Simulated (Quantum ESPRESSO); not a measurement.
# KBr (Fm-3m) in Quantum ESPRESSO: a series of runs, part 2 of 2

Quantum ESPRESSO 7.5. Earlier steps stand in the parts before.

## Step 3: Single point, PBEsol, 33.78 Å³/atom

pw.in

```
&CONTROL
  calculation = 'scf'
  prefix = 'pwscf'
  outdir = './tmp'
  pseudo_dir = './pseudo'
  tprnfor = .true.
  tstress = .true.
  disk_io = 'nowf'
/
&SYSTEM
  ibrav = 0
  nat = 2
  ntyp = 2
  ecutwfc = 74
  nbnd = 14
  occupations = 'smearing'
  smearing = 'fd'
  degauss = 0.00367493
/
&ELECTRONS
  conv_thr = 4d-10
  electron_maxstep = 120
  mixing_beta = 0.5
/
ATOMIC_SPECIES
Br    79.9040 Br.upf
K     39.0983 K.upf
CELL_PARAMETERS angstrom
   0.0000000000    3.2326341588    3.2326341588
   3.2326341588    0.0000000000    3.2326341588
   3.2326341588    3.2326341588    0.0000000000
ATOMIC_POSITIONS crystal
Br     0.5000000000    0.5000000000    0.5000000000
K      0.0000000000    0.0000000000    0.0000000000
K_POINTS automatic
7 7 7 0 0 0
```

Potentials or basis: PseudoDojo 0.4.1 SR PBEsol standard.

The run is started by

```console
$ OMP_NUM_THREADS=1 pw.x -in pw.in > pw.out
```

pw.out:

```text
This program is part of the open-source Quantum ESPRESSO suite
     for quantum simulation of materials; please cite
[... 9 lines left out ...]
     --------------------
     sticks:   dense  smooth     PW     G-vecs:    dense   smooth      PW
     Sum        1519    1519    433                39189    39189    5985

     Using Slab Decomposition

     bravais-lattice index     =            0
     lattice parameter (alat)  =       8.6391  a.u.
     unit-cell volume          =     455.9280 (a.u.)^3
     number of atoms/cell      =            2
     number of atomic types    =            2
     number of electrons       =        16.00
     number of Kohn-Sham states=           14
     kinetic-energy cutoff     =      74.0000  Ry
     charge density cutoff     =     296.0000  Ry
     scf convergence threshold =      4.0E-10
     mixing beta               =       0.5000
     number of iterations used =            8  plain     mixing
     Exchange-correlation= PBESOL
                           (   1   4  10   8   0   0   0)

     celldm(1)=   8.639138  celldm(2)=   0.000000  celldm(3)=   0.000000
     celldm(4)=   0.000000  celldm(5)=   0.000000  celldm(6)=   0.000000

     crystal axes: (cart. coord. in units of alat)
               a(1) = (   0.000000   0.707107   0.707107 )
               a(2) = (   0.707107   0.000000   0.707107 )
               a(3) = (   0.707107   0.707107   0.000000 )

     reciprocal axes: (cart. coord. in units 2 pi/alat)
               b(1) = ( -0.707107  0.707107  0.707107 )
[... 72 lines left out ...]
     Davidson diagonalization with overlap
     ethr =  1.00E-02,  avg # of iterations =  7.7

     Threshold (ethr) on eigenvalues was too large:
     Diagonalizing with lowered threshold

     Davidson diagonalization with overlap
     ethr =  2.35E-04,  avg # of iterations =  5.5

     total energy              =     -91.67360292 Ry
     estimated scf accuracy    <       0.03622975 Ry
[... 50 lines left out ...]
     iteration #  9     ecut=    74.00 Ry     beta= 0.50
     Davidson diagonalization with overlap
     ethr =  9.08E-12,  avg # of iterations =  2.0

     End of self-consistent calculation

          k = 0.0000 0.0000 0.0000 (  4909 PWs)   bands (ev):

   -26.0226 -10.9288  -9.5718  -9.5718  -9.5718   1.4636   1.4636   1.4636
     5.9027   8.9959   8.9959   8.9959   9.8734   9.8734

          k = 0.1010 0.1010-0.1010 (  4888 PWs)   bands (ev):
[... 71 lines left out ...]
   -26.0120 -10.8536  -9.6868  -9.6144  -9.5731   0.6090   0.9858   1.1255
     7.4246   9.1435  10.6066  11.1038  11.1068  12.1673

          k = 0.4041 0.2020 0.0000 (  4898 PWs)   bands (ev):

   -26.0152 -11.0017  -9.6130  -9.5873  -9.4343   0.4992   1.1265   1.1299
     8.1719   8.1767  10.5652  10.7349  11.1875  11.4309

          k =-0.2020-0.4041 0.6061 (  4907 PWs)   bands (ev):
[... 11 lines left out ...]
   -26.0121 -10.9297  -9.6620  -9.6301  -9.4668   0.7008   0.7687   0.9871
     8.4405   9.2321   9.9590  10.6639  12.0710  12.0888

     the Fermi energy is     3.2797 ev

!    total energy              =     -91.68117381 Ry
     estimated scf accuracy    <          2.9E-10 Ry
     smearing contrib. (-TS)   =       0.00000000 Ry
     internal energy E=F+TS    =     -91.68117381 Ry

     The total energy is F=E-TS. E is the sum of the following terms:
     one-electron contribution =     -27.16317460 Ry
     hartree contribution      =      18.54924426 Ry
     xc contribution           =     -23.04406159 Ry
     ewald contribution        =     -60.02318188 Ry

     convergence has been achieved in   9 iterations

     Forces acting on atoms (cartesian axes, Ry/au):

     atom    1 type  1   force =     0.00000000    0.00000000   -0.00000000
     atom    2 type  2   force =    -0.00000000   -0.00000000    0.00000000

     Total force =     0.000000     Total SCF correction =     0.000000

     Computing stress (Cartesian axis) and pressure

          total   stress  (Ry/bohr**3)                   (kbar)     P=        6.49
   0.00004413  -0.00000000  -0.00000000            6.49       -0.00       -0.00
  -0.00000000   0.00004413  -0.00000000           -0.00        6.49       -0.00
  -0.00000000  -0.00000000   0.00004413           -0.00       -0.00        6.49

=------------------------------------------------------------------------------=
   JOB DONE.
=------------------------------------------------------------------------------=
```

It took 24 s on 1 thread of Arm Neoverse V1, shared host; peak memory 0.1 GiB.

Results:

| Property | Result |
| --- | --- |
| Free energy | -1247.3859 eV |
| Pressure | 0.6 GPa |
| Band gap on the k mesh | 4.44 eV, direct |

## Step 4: Single point, PBEsol, 34.50 Å³/atom

Edit pw.in of step 3 so:

```diff
@@ -28,5 +28,5 @@
 CELL_PARAMETERS angstrom
-   0.0000000000    3.2326341588    3.2326341588
-   3.2326341588    0.0000000000    3.2326341588
-   3.2326341588    3.2326341588    0.0000000000
+   0.0000000000    3.2553999381    3.2553999381
+   3.2553999381    0.0000000000    3.2553999381
+   3.2553999381    3.2553999381    0.0000000000
 ATOMIC_POSITIONS crystal
```

The run is started by

```console
$ OMP_NUM_THREADS=1 pw.x -in pw.in > pw.out
```

It took 25 s on 1 thread of Arm Neoverse V1, shared host; peak memory 0.1 GiB.

Results (log left out):

```
Free energy            : -1247.3901 eV
Pressure               : 0.3 GPa
Band gap on the k mesh : 4.38 eV, direct
```

## Step 5: Single point, PBEsol, 35.22 Å³/atom

Edit pw.in of step 4 so:

```diff
@@ -28,5 +28,5 @@
 CELL_PARAMETERS angstrom
-   0.0000000000    3.2553999381    3.2553999381
-   3.2553999381    0.0000000000    3.2553999381
-   3.2553999381    3.2553999381    0.0000000000
+   0.0000000000    3.2778516817    3.2778516817
+   3.2778516817    0.0000000000    3.2778516817
+   3.2778516817    3.2778516817    0.0000000000
 ATOMIC_POSITIONS crystal
```

The run is started by

```console
$ OMP_NUM_THREADS=1 pw.x -in pw.in > pw.out
```

It took 25 s on 1 thread of Arm Neoverse V1, shared host; peak memory 0.1 GiB.

Results (log left out):

```
Free energy            : -1247.3911 eV
Pressure               : -0.1 GPa
Band gap on the k mesh : 4.33 eV, direct
```

## Step 6: Single point, PBEsol, 35.94 Å³/atom

Edit pw.in of step 5 so:

```diff
@@ -28,5 +28,5 @@
 CELL_PARAMETERS angstrom
-   0.0000000000    3.2778516817    3.2778516817
-   3.2778516817    0.0000000000    3.2778516817
-   3.2778516817    3.2778516817    0.0000000000
+   0.0000000000    3.3000000000    3.3000000000
+   3.3000000000    0.0000000000    3.3000000000
+   3.3000000000    3.3000000000    0.0000000000
 ATOMIC_POSITIONS crystal
```

Potentials or basis: PseudoDojo 0.4.1 SR PBEsol standard.

The run is started by

```console
$ OMP_NUM_THREADS=1 pw.x -in pw.in > pw.out
```

Run time: 30 s. Hardware: 1 thread of Arm Neoverse V1, shared host; peak memory 0.1 GiB.

The run converged. Its results:

```
Free energy            : -1247.3893 eV
Pressure               : -0.3 GPa
Band gap on the k mesh : 4.28 eV, direct
```

## Step 7: Single point, PBEsol, 36.66 Å³/atom

Edit pw.in of step 6 so:

```diff
@@ -28,5 +28,5 @@
 CELL_PARAMETERS angstrom
-   0.0000000000    3.3000000000    3.3000000000
-   3.3000000000    0.0000000000    3.3000000000
-   3.3000000000    3.3000000000    0.0000000000
+   0.0000000000    3.3218549415    3.3218549415
+   3.3218549415    0.0000000000    3.3218549415
+   3.3218549415    3.3218549415    0.0000000000
 ATOMIC_POSITIONS crystal
```

The run is started by

```console
$ OMP_NUM_THREADS=1 pw.x -in pw.in > pw.out
```

Wall time 28 s (1 thread of Arm Neoverse V1, shared host); peak memory 0.1 GiB.

It converged, with:

| Property | Result |
| --- | --- |
| Free energy | -1247.3851 eV |
| Pressure | -0.6 GPa |
| Band gap on the k mesh | 4.23 eV, direct |

Caveat: an odd mesh through Γ misses points on the zone boundary, where band edges often lie.

## Step 8: Single point, PBEsol, 37.37 Å³/atom

Edit pw.in of step 7 so:

```diff
@@ -28,5 +28,5 @@
 CELL_PARAMETERS angstrom
-   0.0000000000    3.3218549415    3.3218549415
-   3.3218549415    0.0000000000    3.3218549415
-   3.3218549415    3.3218549415    0.0000000000
+   0.0000000000    3.3434260326    3.3434260326
+   3.3434260326    0.0000000000    3.3434260326
+   3.3434260326    3.3434260326    0.0000000000
 ATOMIC_POSITIONS crystal
```

The run is started by

```console
$ OMP_NUM_THREADS=1 pw.x -in pw.in > pw.out
```

Wall time 28 s (1 thread of Arm Neoverse V1, shared host); peak memory 0.1 GiB.

It converged, with:

```yaml
Free_energy: -1247.3787 eV
Pressure: -0.8 GPa
Band_gap_on_the_k_mesh: 4.19 eV, direct
```

Caveat: an odd mesh through Γ misses points on the zone boundary, where band edges often lie.

## Step 9: Single point, PBEsol, 38.09 Å³/atom

Edit pw.in of step 8 so:

```diff
@@ -28,5 +28,5 @@
 CELL_PARAMETERS angstrom
-   0.0000000000    3.3434260326    3.3434260326
-   3.3434260326    0.0000000000    3.3434260326
-   3.3434260326    3.3434260326    0.0000000000
+   0.0000000000    3.3647223140    3.3647223140
+   3.3647223140    0.0000000000    3.3647223140
+   3.3647223140    3.3647223140    0.0000000000
 ATOMIC_POSITIONS crystal
```

Potentials or basis: PseudoDojo 0.4.1 SR PBEsol standard.

The run is started by

```console
$ OMP_NUM_THREADS=1 pw.x -in pw.in > pw.out
```

It took 30 s on 1 thread of Arm Neoverse V1, shared host; peak memory 0.1 GiB.

The run converged. Its results:

- Free energy: -1247.3703 eV
- Pressure: -1.0 GPa
- Band gap on the k mesh: 4.15 eV, direct

Caveat: an odd mesh through Γ misses points on the zone boundary, where band edges often lie.

## Step 10: Equation of state, PBEsol

This step only gathers the single runs of the series.

What came out:

```
Equilibrium volume                      : 35.11 Å³/atom
Bulk modulus                            : 15.4 GPa
Pressure derivative of the bulk modulus : 5.0
```

Energy against volume, from the lowest point:
```csv
volume (Å³/atom),energy (meV/atom)
33.781,2.58
34.500,0.50
35.218,0.00
35.937,0.89
36.656,3.00
37.374,6.20
38.093,10.37
```
